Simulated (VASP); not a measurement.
# Band gap of zinc-blende BN from LDA to hybrids and GW: size of the gap and processor time

Boron and nitrogen in the zinc-blende structure form short, strong, polar bonds. The top of the valence band is mainly nitrogen 2p, and the conduction states are antibonding, with much boron character. The wide gap that results makes the crystal of interest for deep-ultraviolet detectors and for power electronics at high field.

Problem: how does the calculated fundamental gap change from LDA through meta-GGA and hybrid functionals to GW, what does each level cost, and what gap should r2SCAN with a share 1/ε∞ of exact exchange give? Gaps are in eV, from valence maximum to conduction minimum, at a fixed measured cell. The table has no measured gap, so the levels are compared with one another and with GW.

## Computational details

Measured cells from a diffraction database, unchanged. VASP 6.6.1, plane waves with PAW, cutoff 450 to 460 eV, no spin polarisation. Gaps are the smallest found on the k mesh and along the symmetry lines; hybrids use coarser meshes. G0W0 starts from LDA with data sets made for GW on k meshes of 6×6×6, bands up to the response cutoff; its correction on the mesh is added to the LDA gap over the zone; on so coarse a mesh the screening of crystals with small direct gaps is overstated. G0W0 has a response cutoff of 240 eV, evGW0 (eigenvalues of G iterated) one of 160 eV. r2SCAN-EpsX is r2SCAN with a share 1/ε∞ of exact exchange. No spin-orbit coupling. All ran on Intel(R) Xeon(R) 6975P-C (Granite Rapids), shared with other work, so times are rough. The PAW data sets differ between levels: LDA sets for GW on LDA and LDA; PBE sets for HSE06, PBE, PBE0, TB-mBJ, r2SCAN and r2SCAN-EpsX. Non-spherical gradient terms inside the PAW spheres (LASPH) are on in the rows so marked and off in the others; they change results slightly and raise the cost.

Notes on method and selection:

- Runs that did not converge, have known faults or may not be shown are not listed, and runs on Ansatz's PAW sets soft_1 and soft_2 are kept to separate tables.

Columns:

- gap (eV): fundamental gap.
- direct gap (eV): smallest direct gap, scalar-relativistic.
- cost (core-s): processor time of the level's runs.

Input lines of one member:

```
PREC = Accurate
ENCUT = 460
EDIFF = 1E-06
NELM = 100
ISMEAR = 0
SIGMA = 0.03
LREAL = .FALSE.
ALGO = Normal
LHFCALC = .TRUE.
AEXX = 0.218
METAGGA = R2SCAN
LASPH = .TRUE.
NBANDS = 10
PRECFOCK = Fast
HFRCUT = -1
```

Command (options for logging and memory left out): `mpirun -np 8 vasp_std`

## Data

| member | k mesh | gap (eV) | direct gap (eV) | cost (core-s) | remark |
| --- | --- | --- | --- | --- | --- |
| LDA | 10×10×10 | 4.34 | 8.68 | 10 | LASPH on |
| PBE0 | 7×7×7 | 6.54 | 11.31 | 270 | LASPH on |
| PBE | 10×10×10 | 4.46 | 8.82 | 10 | LASPH on |
| r2SCAN-EpsX (α = 0.22) | 7×7×7 | ? | ? | 410 |  |
| TB-mBJ | 10×10×10 | 5.79 | 10.29 | 42 | LASPH on |
| r2SCAN | 10×10×10 | 4.97 | 9.52 | 32 | LASPH on |
| HSE06 | 7×7×7 | 5.79 | 10.57 | 300 | LASPH on |
| evGW0@LDA | 6×6×6 | 6.21 | 11.29 | 240 |  |
| G0W0@LDA | 6×6×6 | 6.10 | 11.08 | 130 |  |

Cells marked ? are withheld until the estimate has been made.

## Interpretation

Solution. The gap rises from 4.34 eV in LDA to 4.46 in PBE and 4.97 in r2SCAN, then to 5.79 in both TB-mBJ and HSE06, 6.10 in G0W0, 6.21 in evGW0 and 6.54 in PBE0. The cell is the same throughout, so bond length plays no part.

LDA and PBE have a local potential without the jump that belongs to an added electron, and their gaps are too small for that reason. r2SCAN depends on the orbitals through the kinetic-energy density and recovers part of the jump. Exact exchange lowers occupied states relative to empty ones: a quarter of it opens the PBE gap by 6.54 − 4.46 = 2.08 eV. HSE06 removes its long-range part, which takes back 6.54 − 5.79 = 0.75 eV. In a crystal that screens only moderately, some long-range exchange should survive, which fits the position of both GW values between the two hybrids.

GW is itself an imperfect reference. G0W0 started from LDA tends to give gaps somewhat too small, because the small starting gap makes the screening too strong. The step of 0.11 eV to evGW0 also contains a change of response cutoff. That change acts downwards, so iterating the eigenvalues raises the gap by more than 0.11 eV.

The gap is indirect at every level shown. From LDA to PBE0 the direct gap grows by 11.31 − 8.68 = 2.63 eV and the fundamental gap by 6.54 − 4.34 = 2.20 eV, so the shift of the conduction band is not quite rigid.

LDA and PBE take about 10 core-s each, r2SCAN 32 and TB-mBJ 42. G0W0 takes 130, evGW0 240, PBE0 270 and HSE06 300, on coarser k meshes than the cheaper levels. TB-mBJ thus reaches the HSE06 gap for about a seventh of the time (300 / 42 = 7.1), but it supplies only a potential, with no matching total energy for forces or structures.

## Estimating the withheld member

Plain estimates from the members shown:

- r2SCAN-EpsX (α = 0.22), mean of the 8 members shown: 5.53 eV, standard deviation 0.78

The mean of the eight members, 5.53 eV, mixes levels with and without exact exchange and is set aside. A better route starts from PBE and PBE0, which differ by a known share of unscreened exchange, the kind used in r2SCAN-EpsX.

The input lines give a share of 0.218, against a quarter in PBE0. For a wide-gap crystal the gap is close to linear in this share, so a PBE hybrid with 0.218 would have a gap of 4.46 + (0.218 / 0.25) × 2.08 = 6.27 eV.

Replacing PBE by r2SCAN adds 4.97 − 4.46 = 0.51 eV when no exact exchange is present. In the hybrid only the fraction 1 − 0.218 = 0.782 of the semilocal exchange remains. If the surplus comes mainly from exchange, it shrinks to 0.782 × 0.51 = 0.40 eV, and the gap becomes 6.27 + 0.40 = 6.67 eV.

If the surplus survived in full, as it would if it came from correlation, the result would be 6.27 + 0.51 = 6.78 eV. The difference of 0.11 eV is taken as the standard deviation. PBE0 is the only other unscreened hybrid and already fixes the slope, so it offers no independent trial. The input lines switch LASPH on, as in the three rows used, although the remark for this member is blank.

**Committed estimate, r2SCAN-EpsX (α = 0.22): gap = 6.67 ± 0.11 eV.**

## Check

| member | k mesh | gap (eV) | direct gap (eV) | cost (core-s) | remark |
| --- | --- | --- | --- | --- | --- |
| r2SCAN-EpsX (α = 0.22) | 7×7×7 | 6.61 | 11.45 | 410 | LASPH on |

| member | estimate | gap (eV) | computed | estimate − computed | miss in error bars |
| --- | --- | --- | --- | --- | --- |
| r2SCAN-EpsX (α = 0.22) | committed | 6.67 | 6.61 | +0.06 | 0.5 |
| r2SCAN-EpsX (α = 0.22) | mean | 5.53 | 6.61 | −1.08 |  |

The computed gap is 6.61 eV. The estimate of 6.67 eV was 0.06 eV too high, about half its error bar, while the mean of the other members was 1.08 eV too low.

The main step held: adding exact exchange in proportion to its share, with the slope taken from PBE and PBE0, brings the gap close to the computed value. Keeping the full r2SCAN surplus over PBE would have given 6.78 eV, which is further off.

The surplus shrinks somewhat more than assumed. Against the interpolated PBE hybrid at 6.27 eV it is 6.61 − 6.27 = 0.34 eV, or 0.34 / 0.51 = 0.67 of its value without exact exchange, where 0.78 had been assumed. The direct gap behaves alike: the interpolated hybrid has 8.82 + (0.218 / 0.25) × (11.31 − 8.82) = 10.99 eV, and the surplus falls from 9.52 − 8.82 = 0.70 eV to 11.45 − 10.99 = 0.46 eV, a factor of 0.46 / 0.70 = 0.66. This supports the view that r2SCAN and exact exchange partly correct the same deficiency, so that their gains do not simply add. A slight curvature of the gap with the exchange share could account for the remaining few hundredths of an eV.

## Residuals

LDA and PBE lie farthest from the mean of all nine members ((8 × 5.53 + 6.61) / 9 = 5.65 eV): they are 5.65 − 4.34 = 1.31 eV and 5.65 − 4.46 = 1.19 eV below it. The missing jump of the local potential accounts for the sign; the size also depends on which levels enter the mean.

At the other end stand r2SCAN-EpsX and PBE0, 6.61 − 5.65 = 0.96 eV and 6.54 − 5.65 = 0.89 eV above the mean. Both carry exact exchange that is not cut off at long range. They exceed evGW0 by 0.40 and 0.33 eV, but evGW0 keeps the LDA screening and has a low response cutoff, both of which tend to make its gap too small. The excess is therefore no measure of the hybrids' true error.

The response cutoff also weakens an argument made in the interpretation, where the position of both GW values between HSE06 and PBE0 was taken to fit a partial survival of long-range exchange. The first step of the evGW0 run is a G0W0 calculation at 160 eV, and its gap lies below that of the G0W0 row at 240 eV by more than the 0.11 eV between the two GW rows. Nothing shows that the rise ends at 240 eV, and G0W0 runs made at lower cutoffs are left out of the table. A higher cutoff would keep GW above HSE06 but could bring evGW0 level with PBE0. How much long-range exchange should survive in this crystal therefore cannot be read from these rows.

TB-mBJ and HSE06 share a fundamental gap of 5.79 eV, yet their direct gaps differ by 10.57 − 10.29 = 0.28 eV. Their agreement is thus confined to one energy difference and does not extend to the bands as a whole.

## Price of accuracy

The step from PBE to PBE0 multiplies the processor time by 270 / 10 = 27 and opens the gap by 2.08 eV. From r2SCAN to r2SCAN-EpsX the factor is 410 / 32 = 13 for 6.61 − 4.97 = 1.64 eV. Both hybrids run on a coarser k mesh, so at equal mesh the factors would be larger. The 410 core-s also leave out the run that supplies ε∞, without which the share of exact exchange is not known, so the full price of r2SCAN-EpsX is higher.

The listed times of hybrids and GW span 130 to 410 core-s, and for a cell of two atoms none of them is a burden. The choice among them can rest on the physics wanted. For a quick gap TB-mBJ, at 42 core-s, gains 5.79 − 4.46 = 1.33 eV over PBE. r2SCAN, at a similar price, gains 0.51 eV but also supplies a total energy.

## What to take away

For this crystal at its measured cell, LDA, PBE and r2SCAN give 4.34 to 4.97 eV, and TB-mBJ, the hybrids and GW 5.79 to 6.61 eV. An unscreened hybrid could be estimated from its parent functional and the PBE–PBE0 slope to within about 0.1 eV, on the evidence of one test.

In wavelength, λ = 1240 eV nm / gap, the LDA gap corresponds to 1240 / 4.34 = 286 nm and the evGW0 gap to 1240 / 6.21 = 200 nm, which a higher response cutoff would shorten. The choice of level thus moves the threshold from the middle to the deep ultraviolet. Since the gap is indirect, absorption there is weak.

No omitted effect is likely to rival the full spread of 6.61 − 4.34 = 2.27 eV. The largest is probably the zero-point motion of these light atoms, which lowers the gap by a few tenths of an eV. That is comparable with the differences between GW and the hybrids, so it must be allowed for before a measured gap is used to rank them. GW, for its part, can rank the hybrids only once its gaps no longer move with the response cutoff, which is not shown here.

[Logs are printed without paths, hosts, clocks, repeated set-up lines and the standing remarks that a program may print on its own settings, such as how far it seeks lower states.]
